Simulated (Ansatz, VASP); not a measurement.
# Two plane-wave programs on CoO

Contents of INCAR:

```
SYSTEM = CoO
  PREC = Accurate
  ENCUT = 520
  EDIFF = 1E-7
  ISMEAR = -1
  SIGMA = 0.05
  LREAL = .False.
  LASPH = .True.
  NELM = 100
  ALGO = Normal
  ISIF = 2
  LWAVE = .False.
  LCHARG = .False.
  ISPIN = 2
  MAGMOM = 2 0
  LORBIT = 11
  LMAXMIX = 4
  GGA = PE
  NBANDS = 18
```

The input KPOINTS:

```
Automatic mesh
0
Gamma
  12 12 12
  0 0 0
```

The input POSCAR:

```
CoO
1.0
   -1.5278443810      1.5278443810      2.1349776590
    1.5278443810     -1.5278443810      2.1349776590
    1.5278443810      1.5278443810     -2.1349776590
Co O
1 1
Direct
    0.0000000000      0.0000000000      0.0000000000
    0.5000000000      0.5000000000      0.0000000000
```

File input.yaml:

```yaml
crystal:
  lattice:
    - [-1.527844381, 1.527844381, 2.134977659]
    - [1.527844381, -1.527844381, 2.134977659]
    - [1.527844381, 1.527844381, -2.134977659]
  atoms:
    - { symbol: Co, position: [0.0, 0.0, 0.0], spin: 2.0 }
    - { symbol: O, position: [0.5, 0.5, 0.0] }
hamiltonian:
  xc: pbe
  pseudopotentials: { kind: paw }
magnetization:
  spin_polarized: true
kpoints:
  mp_grid: { grid: [12, 12, 12] }
scf:
  occupations: { method: fermi_dirac, width: 0.05 }
output:
  forces: true
  stress: true
  eigenvalues: true
```

Change from the starting cell: volume scaled by 1.04.

Alike in both runs: task single point; functional PBE; k mesh 12 × 12 × 12; occupations fermi-dirac, width 0.05 eV; collinear spin, ferromagnetic start.

|  | VASP | Ansatz |
| --- | --- | --- |
| version | VASP 6.6.1 | Ansatz 0.2.0 |
| potentials or method | VASP PAW PBE potentials, release 64 (Co, O) | Ansatz PAW |
| plane-wave cutoff (eV) | 520 | 420 |
| valence electrons in the cell | 15 | 23 |

Ansatz gave:

```
gap on the k mesh at the Fermi level (eV)                     : none
pressure (GPa)                                                : -6.3
largest component of the traceless stress (GPa)               : 0.08
net moment per atom (μB)                                      : 1.49
size of the moment on the site where the two differ most (μB) : 2.52
```

What did VASP give for the same quantities?

gap on the k mesh at the Fermi level (eV): none; pressure (GPa): -6.7; largest component of the traceless stress (GPa): 0.07; net moment per atom (μB): 1.48; size of the moment on the site where the two differ most (μB): 2.59.

Site moments also hang on the region over which each program counts them. A gap of «none» marks a metal or a gap that the smearing closes. The functional is the same, so the differences come from potentials, cutoffs and numerics. The two sets of potentials don't hold the same shells in valence.

Caveats: a cell with one magnetic atom can't hold antiferromagnetic order, which such compounds often take; semilocal functionals often make such compounds metallic where correlation or magnetic order opens a gap, which also shifts bond lengths; the pressure holds a Pulay correction of +0.7 GPa for the finite cutoff (Ansatz).
